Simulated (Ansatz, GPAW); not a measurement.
Given: the input of a run of GPAW 26.7.0 (ASE script) on Sb (Antimony). 

File run.py:

```python
from ase.dft.bandgap import bandgap
from ase.io import read, write
from ase.units import GPa
from gpaw import GPAW, PW

atoms = read('Sb.xyz')

calc = GPAW(mode=PW(600),
            xc='PBE',
            kpts={'size': (8, 8, 8), 'gamma': True},
            occupations={'name': 'methfessel-paxton', 'order': 0, 'width': 0.025},
            nbands=25,
            convergence={'density': 1e-05, 'energy': 1e-05},
            maxiter=150,
            txt='gpaw.txt')
atoms.calc = calc
energy = atoms.get_potential_energy()
forces = atoms.get_forces()
stress = atoms.get_stress()
calc.write('gs.gpw')
write('result.traj', atoms)
print(f'Energy: {energy:.6f} eV')
print('Forces (eV/A):')
print(forces.round(4))
print('Stress (GPa):', (stress / GPa).round(3))
print('Fermi level:', round(calc.get_fermi_level(), 4), 'eV')
print(f'Gap: {bandgap(calc)[0]:.4f} eV, direct: {bandgap(calc, direct=True)[0]:.4f} eV')
```

File Sb.xyz:

```xyz
2
Lattice="2.1542000000 1.2437279499 3.7580000000 -2.1542000000 1.2437279499 3.7580000000 0.0000000000 -2.4874558998 3.7580000000" Properties=species:S:1:pos:R:3 pbc="T T T"
Sb     0.0000000000      0.0000000000      8.6416337400
Sb     0.0000000000      0.0000000000      2.6323662600
```

Potentials or basis: GPAW PAW data sets (gpaw-data 1.2.1), pw.

Run with:

```sh
$ OMP_NUM_THREADS=1 python run.py
```

Translate it to Ansatz 0.2.0. Potentials or basis there: all-electron LAPW, scalar-relativistic.

As run (cutoffs and basis follow the program's own potentials, and thresholds, step limits or extra output files can differ):

The input input.yaml:

```yaml
crystal:
  lattice:
    - [2.1542, 1.2437279499, 3.758]
    - [-2.1542, 1.2437279499, 3.758]
    - [0.0, -2.4874558998, 3.758]
  atoms:
    - { symbol: Sb, position: [0.76651, 0.76651, 0.76651] }
    - { symbol: Sb, position: [0.23349, 0.23349, 0.23349] }
kpoints:
  mp_grid: { grid: [8, 8, 8] }
scf:
  occupations: { method: gaussian, width: 0.025 }
hamiltonian:
  xc: pbe
  pseudopotentials: { kind: all_electron, lapw: { basis_error: 0.001 } }
output:
  forces: true
  stress: true
  eigenvalues: true
```

Potentials or basis: all-electron LAPW, scalar-relativistic.

Launch:

```bash
$ ansatz run input.yaml --threads 1 --pin off --max-ram 3072MiB --backend cpu --events-out ev --progress --plain --runs-dir out
```

Both were run:

|  | GPAW | Ansatz |
| --- | --- | --- |
| Pressure | 2.4 GPa | 2.7 GPa |
| Largest force | 0.125 eV/Å | 0.142 eV/Å |

Where Ansatz's input types no cutoff or centring, it takes its own default and a Γ-centred mesh.

Pressure is positive in compression.
